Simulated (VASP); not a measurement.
# C (Fd-3m) in VASP: a series of runs

Aim: see how the results for C move with the level of theory and the settings. Levels: PBE+D3(BJ), PBEsol, RPBE, rev-vdW-DF2, r2SCAN+rVV10. Tasks: band structure.

Everything below comes from runs of VASP 6.6.1. Logs are shortened: lines on timing, memory, paths and dates and some standing lists are left out, and cuts for length are marked.

### Step 1. Starting point

The structure is cubic, space group Fd-3m (No. 227). Conventional cell: a = 3.557 Å, b = 3.557 Å, c = 3.557 Å, α = 90.00°, β = 90.00°, γ = 90.00°. C (site symmetry -43m) is surrounded by 4 C at 1.54 Å.

This isn't the form of C at room conditions, which is graphite.

### Step 2. Band structure, PBE+D3(BJ)

Contents of INCAR:

```
  PREC = Accurate
  ENCUT = 520
  EDIFF = 1E-6
  ISMEAR = 0
  SIGMA = 0.03
  LREAL = False
  LASPH = True
  NELM = 80
  ALGO = Fast
  ISIF = 2
  LWAVE = False
  LCHARG = False
  GGA = PE
  IVDW = 12
  NBANDS = 11
  ICORELEVEL = 1
```

Contents of KPOINTS:

```
Automatic mesh
0
Gamma
  14 14 14
```

Contents of POSCAR:

```
C                                       
1.0
    0.0000000000      1.7784468626      1.7784468626
    1.7784468626      0.0000000000      1.7784468626
    1.7784468626      1.7784468626      0.0000000000
  C             
     2
Direct
     0.0000000000000000    0.0000000000000000    0.0000000000000000
     0.2500000000000000    0.2500000000000000    0.2500000000000000
```

Contents of KPOINTS_OPT:

```
explicit points
209
Reciprocal
 0.0000000000  0.0000000000  0.0000000000 1
 0.0263157895  0.0000000000  0.0263157895 1
 0.0526315789  0.0000000000  0.0526315789 1
 0.0789473684  0.0000000000  0.0789473684 1
 0.1052631579  0.0000000000  0.1052631579 1
 0.1315789474  0.0000000000  0.1315789474 1
[... 201 lines left out ...]
 0.4250000000  0.0000000000  0.4250000000 1
 0.4500000000  0.0000000000  0.4500000000 1
```

Potentials or basis: VASP PAW PBE potentials, release 64 (C).

The run is started by

```sh
$ cat potpaw_PBE.64/C/POTCAR > POTCAR
$ mpirun -np 1 vasp_std > vasp.out
```

OUTCAR:

```text
PREC = Accurate
   ENCUT = 520
   EDIFF = 1E-6
   ISMEAR = 0
   LREAL = False
   LASPH = True
   NELM = 80
   ISIF = 2
   GGA = PE
   IVDW = 12
 IVDW          = 12

 ion  position               nearest neighbor table
   1  0.000  0.000  0.000-   2 1.54   2 1.54   2 1.54   2 1.54
   2  0.250  0.250  0.250-   1 1.54   1 1.54   1 1.54   1 1.54

  LATTYP: Found a face centered cubic cell.
 ALAT       =     3.5568937252

  Lattice vectors:

 A1 = (   0.0000000000,   1.7784468626,   1.7784468626)
 A2 = (   1.7784468626,   0.0000000000,   1.7784468626)
 A3 = (   1.7784468626,   1.7784468626,   0.0000000000)

Analysis of symmetry for initial positions (statically):
=====================================================================
 Subroutine PRICEL returns:
 Original cell was already a primitive cell.

 Routine SETGRP: Setting up the symmetry group for a
 face centered cubic supercell.

 Subroutine GETGRP returns: Found 48 space group operations
 (whereof 24 operations were pure point group operations)
 out of a pool of 48 trial point group operations.

The static configuration has the point symmetry T_d .
 The point group associated with its full space group is O_h .

Analysis of symmetry for dynamics (positions and initial velocities):
=====================================================================
 Subroutine PRICEL returns:
 Original cell was already a primitive cell.

 Routine SETGRP: Setting up the symmetry group for a
 face centered cubic supercell.

 Subroutine GETGRP returns: Found 48 space group operations
 (whereof 24 operations were pure point group operations)
 out of a pool of 48 trial point group operations.

The dynamic configuration has the point symmetry T_d .
 The point group associated with its full space group is O_h .

 Subroutine INISYM returns: Found 48 space group operations
 (whereof 24 operations are pure point group operations),
 and found     1 'primitive' translations

----------------------------------------------------------------------------------------

                                     Primitive cell

  volume of cell :      11.2500

  direct lattice vectors                    reciprocal lattice vectors
     0.000000000  1.778446863  1.778446863    -0.281144189  0.281144189  0.281144189
     1.778446863  0.000000000  1.778446863     0.281144189 -0.281144189  0.281144189
     1.778446863  1.778446863  0.000000000     0.281144189  0.281144189 -0.281144189

  length of vectors
     2.515103673  2.515103673  2.515103673     0.486956019  0.486956019  0.486956019

  position of ions in fractional coordinates (direct lattice)
     0.000000000  0.000000000  0.000000000
     0.250000000  0.250000000  0.250000000

  ion indices of the primitive-cell ions
   primitive index   ion index
                 1           1
                 2           2

----------------------------------------------------------------------------------------

 KPOINTS: Automatic mesh

Automatic generation of k-mesh.
 Grid dimensions read from file:
 generate k-points for:   14   14   14

 Generating k-lattice:

  Cartesian coordinates                     Fractional coordinates (reciprocal lattice)
    -0.020081728  0.020081728  0.020081728     0.071428571  0.000000000  0.000000000
     0.020081728 -0.020081728  0.020081728     0.000000000  0.071428571  0.000000000
     0.020081728  0.020081728 -0.020081728     0.000000000  0.000000000  0.071428571

  Length of vectors
     0.034782573  0.034782573  0.034782573

  Shift w.r.t. Gamma in fractional coordinates (k-lattice)
     0.000000000  0.000000000  0.000000000

 Subroutine IBZKPT returns following result:
 ===========================================

 Found    104 irreducible k-points:

 Following reciprocal coordinates:
            Coordinates               Weight
  0.000000  0.000000  0.000000      1.000000
  0.071429  0.000000  0.000000      8.000000
  0.142857  0.000000  0.000000      8.000000
  0.214286  0.000000  0.000000      8.000000
  0.285714  0.000000  0.000000      8.000000
  0.357143  0.000000  0.000000      8.000000
[... 16 lines left out ...]
  0.214286  0.142857  0.000000     24.000000
  0.285714  0.142857  0.000000     24.000000
 [... further k-points ...]
   k-points           NKPTS =    104   k-points in BZ     NKDIM =    104   number of bands    NBANDS=     11
   number of dos      NEDOS =    301   number of ions     NIONS =      2
   total plane-waves  NPLWV =   8000
   dimension x,y,z NGX =    20 NGY =   20 NGZ =   20
   dimension x,y,z NGXF=    40 NGYF=   40 NGZF=   40
   ions per type =               2
   NGX,Y,Z   is equivalent  to a cutoff of  13.22, 13.22, 13.22 a.u.
   NGXF,Y,Z  is equivalent  to a cutoff of  26.44, 26.44, 26.44 a.u.
 SYSTEM =  unknown system
   PREC   = accura    normal or accurate (medium, high low for compatibility)
   ISTART =      0    job   : 0-new  1-cont  2-samecut
   ICHARG =      2    charge: 1-file 2-atom 10-const
   ISPIN  =      1    spin polarized calculation?
   LNONCOLLINEAR =      F non collinear calculations
   LSORBIT =      F    spin-orbit coupling
   LASPH  =      T    aspherical Exc in radial PAW
   ENCUT  =  520.0 eV  38.22 Ry    6.18 a.u.   4.68  4.68  4.68*2*pi/ulx,y,z
   NELM   =     80;   NELMIN=  2; NELMDL= -5     # of ELM steps
   EDIFF  = 0.1E-05   stopping-criterion for ELM
   LREAL  =      F    real-space projection
   EDIFFG = 0.1E-04   stopping-criterion for IOM
   NSW    =      0    number of steps for IOM
   IBRION =     -1    ionic relax: 0-MD 1-quasi-New 2-CG
   NFREE  =      0    steps in history (QN), initial steepest desc. (CG)
   ISIF   =      2    stress and relaxation
   ISYM   =      2    0-nonsym 1-usesym 2-fastsym
   POTIM  = 0.5000    time-step for ionic-motion
   TEBEG  =    0.0;   TEEND  =   0.0 temperature during run
   PSTRESS=    0.0 pullay stress
   NELECT =       8.0000    total number of electrons
   NUPDOWN=      -1.0000    fix difference up-down
   EMIN   =  10.00;   EMAX   =-10.00  energy-range for DOS
   EFERMI =   0.00;   METHOD = LEGACY
   ISMEAR =     0;   SIGMA  =   0.03  broadening in eV -4-tet -1-fermi 0-gaus
   EFERMI_NEDOS =   21; number of points for ismear=-14 and -15
   IALGO  =     68    algorithm
   IMIX   =      4    mixing-type and parameters
     AMIX     =   0.40;   BMIX     =  1.00
     AMIX_MAG =   1.60;   BMIX_MAG =  1.00
  volume/ion in A,a.u.               =       5.63        37.96
  Fermi-wavevector in a.u.,A,eV,Ry     =   1.461237  2.761337 29.051336  2.135213
  Thomas-Fermi vector in A             =   2.577592
   LORBIT       =      0    0 simple, 1 ext, 2 COOP (PROOUT), +10 PAW based schemes
   GGA     = PE    functional components
   LHFCALC =     F    Hartree Fock is set to
   AEXX    =    0.0000 exact exchange contribution
   IVDW    =    12    specifies the selected vdW correction
   LEPSILON=     F    determine dielectric tensor
   LRPA    =     F    only Hartree local field effects (RPA)
 non-spin polarized calculation
 RMM-DIIS sequential band-by-band and
 Gauss-broadening in eV      SIGMA  =   0.03
  energy-cutoff  :      520.00
  volume of cell :       11.25
 maximum number of plane-waves:       316
   NGX =  9   NGY =  9   NGZ =  9

 number of electron       7.9999999 magnetization

 Free energy of the ion-electron system (eV)
  ---------------------------------------------------
  ext. energy  EPLUGINS =         0.00000000
  ---------------------------------------------------
  free energy    TOTEN  =       -18.18260474 eV

  energy without entropy =      -18.18260474  energy(sigma->0) =      -18.18260474

 the core state eigenenergies are
   1-  1s   -255.9304
   2-  1s   -255.9304

 E-fermi :  10.0411     XC(G=0): -13.2926

 val. band max:        9.8503644296   @ k =   0.0000   0.0000   0.0000
 cond. band min:      13.9981404813   @ k =   0.3571   0.3571   0.0000
 fundamental gap:      4.1477760517
 Fermi energy:        10.0410729192

 k-point     1 :       0.0000    0.0000    0.0000
  band No.  band energies     occupation
      1     -11.7388      2.00000
      2       9.8504      2.00000
      3       9.8504      2.00000
      4       9.8504      2.00000
      5      15.4631      0.00000
      6      15.4631      0.00000
      7      15.4631      0.00000
      8      23.3730      0.00000
      9      29.2508      0.00000
     10      36.4760      0.00000
     11      36.4762      0.00000

 k-point     2 :       0.0714    0.0000    0.0000
  band No.  band energies     occupation
      1     -11.5966      2.00000
      2       8.9105      2.00000
      3       9.6050      2.00000
      4       9.6050      2.00000
      5      15.7842      0.00000
      6      15.7842      0.00000
      7      16.0272      0.00000
      8      23.4901      0.00000
      9      29.4918      0.00000
     10      34.6457      0.00000
     11      34.6457      0.00000

 k-point     3 :       0.1429    0.0000    0.0000
  band No.  band energies     occupation
      1     -11.1713      2.00000
      2       6.8545      2.00000
      3       9.0343      2.00000
      4       9.0343      2.00000
      5      16.5366      0.00000
      6      16.5366      0.00000
      7      17.0055      0.00000
      8      23.8313      0.00000
      9      30.0531      0.00000
     10      33.0777      0.00000
     11      33.0777      0.00000

 k-point     4 :       0.2143    0.0000    0.0000
  band No.  band energies     occupation
      1     -10.4672      2.00000
      2       4.4492      2.00000
      3       8.3904      2.00000
      4       8.3904      2.00000
      5      17.3450      0.00000
      6      17.3450      0.00000
      7      17.7881      0.00000
      8      24.3420      0.00000
      9      30.5382      0.00000
     10      32.3340      0.00000
     11      32.3340      0.00000

 k-point     5 :       0.2857    0.0000    0.0000
  band No.  band energies     occupation
      1      -9.4933      2.00000
      2       2.0021      2.00000
      3       7.8191      2.00000
      4       7.8191      2.00000
      5      17.9381      0.00000
      6      17.9381      0.00000
      7      18.2970      0.00000
      8      24.8961      0.00000
      9      30.7674      0.00000
     10      32.5323      0.00000
     11      32.5323      0.00000
[... 169 lines left out ...]
 k-point    18 :      -0.2857    0.0714    0.0000
  band No.  band energies     occupation
      1      -8.9894      2.00000
      2       1.2905      2.00000
      3       6.6457      2.00000
      4       7.9204      2.00000
      5      17.8877      0.00000
      6      18.5113      0.00000
      7      18.8259      0.00000
      8      24.7139      0.00000
      9      30.9138      0.00000
     10      31.3942      0.00000
     11      33.8349      0.00000

 k-point    19 :      -0.2143    0.0714    0.0000
  band No.  band energies     occupation
      1     -10.0476      2.00000
      2       3.6861      2.00000
      3       7.0698      2.00000
      4       8.5534      2.00000
      5      17.2336      0.00000
      6      18.2443      0.00000
      7      18.3095      0.00000
      8      24.2195      0.00000
      9      30.7937      0.00000
     10      30.8965      0.00000
     11      33.2181      0.00000

 k-point    20 :      -0.1429    0.0714    0.0000
  band No.  band energies     occupation
      1     -10.8418      2.00000
      2       6.0701      2.00000
      3       7.6684      2.00000
      4       9.1810      2.00000
      5      16.4519      0.00000
      6      17.4338      0.00000
      7      17.7092      0.00000
      8      23.8682      0.00000
      9      30.4167      0.00000
     10      31.3472      0.00000
     11      33.2524      0.00000

 k-point    21 :      -0.0714    0.0714    0.0000
  band No.  band energies     occupation
      1     -11.3601      2.00000
      2       8.0752      2.00000
      3       8.4890      2.00000
      4       9.6118      2.00000
      5      15.8475      0.00000
      6      16.5008      0.00000
      7      16.8289      0.00000

------------------------ aborting loop because EDIFF is reached ----------------------------------------

 Edisp (eV)   -0.38578

 E8    (eV) :    -0.1110

  FORCE on cell =-STRESS in cart. coord.  units (eV):
  Direction    XX          YY          ZZ          XY          YZ          ZX
  --------------------------------------------------------------------------------------
  -------------------------------------------------------------------------------------
  Total       0.05082     0.05082     0.05082     0.00000     0.00000     0.00000
  in kB       7.23772     7.23772     7.23772     0.00000     0.00000     0.00000
  external pressure =        7.24 kB  Pullay stress =        0.00 kB

 VOLUME and BASIS-vectors are now :
 -----------------------------------------------------------------------------
  energy-cutoff  :      520.00
  volume of cell :       11.25
      direct lattice vectors                 reciprocal lattice vectors
     0.000000000  1.778446863  1.778446863    -0.281144189  0.281144189  0.281144189
     1.778446863  0.000000000  1.778446863     0.281144189 -0.281144189  0.281144189
     1.778446863  1.778446863  0.000000000     0.281144189  0.281144189 -0.281144189

 POSITION                                       TOTAL-FORCE (eV/Angst)
 -----------------------------------------------------------------------------------
      0.00000      0.00000      0.00000         0.000000      0.000000      0.000000
      0.88922      0.88922      0.88922        -0.000000     -0.000000     -0.000000
 -----------------------------------------------------------------------------------
    total drift:                                0.000000      0.000000      0.000000

  FREE ENERGIE OF THE ION-ELECTRON SYSTEM (eV)
  ---------------------------------------------------
  free  energy   TOTEN  =       -18.5683798018 eV

  energy  without entropy=      -18.5683798018  energy(sigma->0) =      -18.56837980
```

Wall time 9.7 s (1 thread of Intel Xeon 6975P-C (Granite Rapids), shared host); peak memory 0.13 GiB.

Results:

```
Free energy                : -18.5684 eV
Pressure                   : 0.7 GPa
Band gap on the k mesh     : 4.15 eV, indirect (least direct gap 5.61 eV)
Band gap along the path    : 4.15 eV, indirect (least direct gap 5.61 eV)
Dispersion energy per atom : -0.193 eV
```

Levels at the corners of the path, in eV from the valence-band top:
| point | band 1 | band 2 | band 3 | band 4 | band 5 | band 6 | band 7 | band 8 |
| --- | --- | --- | --- | --- | --- | --- | --- | --- |
| Γ | -21.59 | 0.00 | 0.00 | 0.00 | 5.61 | 5.61 | 5.61 | 13.52 |
| X | -12.82 | -12.82 | -6.35 | -6.35 | 4.78 | 4.78 | 16.94 | 16.94 |
| X | -12.82 | -12.82 | -6.35 | -6.35 | 4.78 | 4.78 | 16.94 | 16.94 |
| W | -12.02 | -12.02 | -8.39 | -8.39 | 10.66 | 10.66 | 12.43 | 12.43 |
| W | -12.02 | -12.02 | -8.39 | -8.39 | 10.66 | 10.66 | 12.43 | 12.43 |
| K | -13.03 | -11.79 | -9.40 | -5.41 | 5.70 | 10.81 | 14.46 | 15.76 |
| K | -13.03 | -11.79 | -9.40 | -5.41 | 5.70 | 10.81 | 14.46 | 15.76 |
| Γ | -21.59 | 0.00 | 0.00 | 0.00 | 5.61 | 5.61 | 5.61 | 13.52 |
| Γ | -21.59 | 0.00 | 0.00 | 0.00 | 5.61 | 5.61 | 5.61 | 13.52 |
| L | -15.77 | -13.46 | -2.82 | -2.82 | 8.49 | 8.49 | 8.96 | 15.77 |
| L | -15.77 | -13.46 | -2.82 | -2.82 | 8.49 | 8.49 | 8.96 | 15.77 |
| U | -13.03 | -11.79 | -9.40 | -5.41 | 5.70 | 10.81 | 14.46 | 15.76 |
| U | -13.03 | -11.79 | -9.40 | -5.41 | 5.70 | 10.81 | 14.46 | 15.76 |
| W | -12.02 | -12.02 | -8.39 | -8.39 | 10.66 | 10.66 | 12.43 | 12.43 |
| W | -12.02 | -12.02 | -8.39 | -8.39 | 10.66 | 10.66 | 12.43 | 12.43 |
| L | -15.77 | -13.46 | -2.82 | -2.82 | 8.49 | 8.49 | 8.96 | 15.77 |
| L | -15.77 | -13.46 | -2.82 | -2.82 | 8.49 | 8.49 | 8.96 | 15.77 |
| K | -13.03 | -11.79 | -9.40 | -5.41 | 5.70 | 10.81 | 14.46 | 15.76 |
| U | -13.03 | -11.79 | -9.40 | -5.41 | 5.70 | 10.81 | 14.46 | 15.76 |
| X | -12.82 | -12.82 | -6.35 | -6.35 | 4.78 | 4.78 | 16.94 | 16.94 |

Core levels (eV, on the scale of the bands):
```csv
atom,levels
1 C,1s -255.9
2 C,1s -255.9
```

### Step 3. Band structure, PBEsol

Contents of INCAR:

```
PREC = Accurate ; ENCUT = 520
EDIFF = 1E-6 ; ISMEAR = 0
SIGMA = 0.03 ; LREAL = False
LASPH = True ; NELM = 80
ALGO = Normal ; ISIF = 2
LWAVE = False ; LCHARG = False
GGA = PS ; NBANDS = 11
ICORELEVEL = 1
```

KPOINTS is that of step 2.

Contents of POSCAR:

```
C                                       
1.0
    0.0000000000      1.7774542777      1.7774542777
    1.7774542777      0.0000000000      1.7774542777
    1.7774542777      1.7774542777      0.0000000000
  C             
     2
Direct
     0.0000000000000000    0.0000000000000000    0.0000000000000000
     0.2500000000000000    0.2500000000000000    0.2500000000000000
```

Contents of KPOINTS_OPT:

```
explicit points
159
Reciprocal
 0.0000000000  0.0000000000  0.0000000000 1
 0.0357142857  0.0000000000  0.0357142857 1
 0.0714285714  0.0000000000  0.0714285714 1
 0.1071428571  0.0000000000  0.1071428571 1
 0.1428571429  0.0000000000  0.1428571429 1
 0.1785714286  0.0000000000  0.1785714286 1
[... 151 lines left out ...]
 0.4250000000  0.0000000000  0.4250000000 1
 0.4500000000  0.0000000000  0.4500000000 1
```

Potentials or basis: VASP PAW PBE potentials, release 64 (C).

The run is started by

```sh
$ cat potpaw_PBE.64/C/POTCAR > POTCAR
$ mpirun -np 1 vasp_std > vasp.out
```

Run time: 13 s. Hardware: 1 thread of Intel Xeon 6975P-C (Granite Rapids), shared host; peak memory 0.13 GiB.

It converged, with:

```yaml
Free_energy: -19.2498 eV
Pressure: 0.7 GPa
Band_gap_on_the_k_mesh: 4.03 eV, indirect (least direct gap 5.57 eV)
Band_gap_along_the_path: 4.03 eV, indirect (least direct gap 5.57 eV)
```

Levels at the corners of the path, in eV from the valence-band top:
| point | band 2 | band 3 | band 4 | band 5 | band 6 | band 7 |
| --- | --- | --- | --- | --- | --- | --- |
| Γ | 0.00 | 0.00 | 0.00 | 5.57 | 5.57 | 5.57 |
| X | -12.85 | -6.40 | -6.40 | 4.62 | 4.62 | 16.94 |
| X | -12.85 | -6.40 | -6.40 | 4.62 | 4.62 | 16.94 |
| W | -12.01 | -8.50 | -8.50 | 10.51 | 10.51 | 12.43 |
| W | -12.01 | -8.50 | -8.50 | 10.51 | 10.51 | 12.43 |
| K | -11.81 | -9.52 | -5.45 | 5.55 | 10.71 | 14.45 |
| K | -11.81 | -9.52 | -5.45 | 5.55 | 10.71 | 14.45 |
| Γ | 0.00 | 0.00 | 0.00 | 5.57 | 5.57 | 5.57 |
| Γ | 0.00 | 0.00 | 0.00 | 5.57 | 5.57 | 5.57 |
| L | -13.58 | -2.84 | -2.84 | 8.43 | 8.43 | 8.98 |
| L | -13.58 | -2.84 | -2.84 | 8.43 | 8.43 | 8.98 |
| U | -11.81 | -9.52 | -5.45 | 5.55 | 10.71 | 14.45 |
| U | -11.81 | -9.52 | -5.45 | 5.55 | 10.71 | 14.45 |
| W | -12.01 | -8.50 | -8.50 | 10.51 | 10.51 | 12.43 |
| W | -12.01 | -8.50 | -8.50 | 10.51 | 10.51 | 12.43 |
| L | -13.58 | -2.84 | -2.84 | 8.43 | 8.43 | 8.98 |
| L | -13.58 | -2.84 | -2.84 | 8.43 | 8.43 | 8.98 |
| K | -11.81 | -9.52 | -5.45 | 5.55 | 10.71 | 14.45 |
| U | -11.81 | -9.52 | -5.45 | 5.55 | 10.71 | 14.45 |
| X | -12.85 | -6.40 | -6.40 | 4.62 | 4.62 | 16.94 |

Core levels (eV, on the scale of the bands):
```csv
atom,levels
1 C,1s -256.1
2 C,1s -256.1
```

Caveat: the PAW data sets were made with another functional, which shifts forces and pressure a little.

(Part 1 of 2 ends here.)
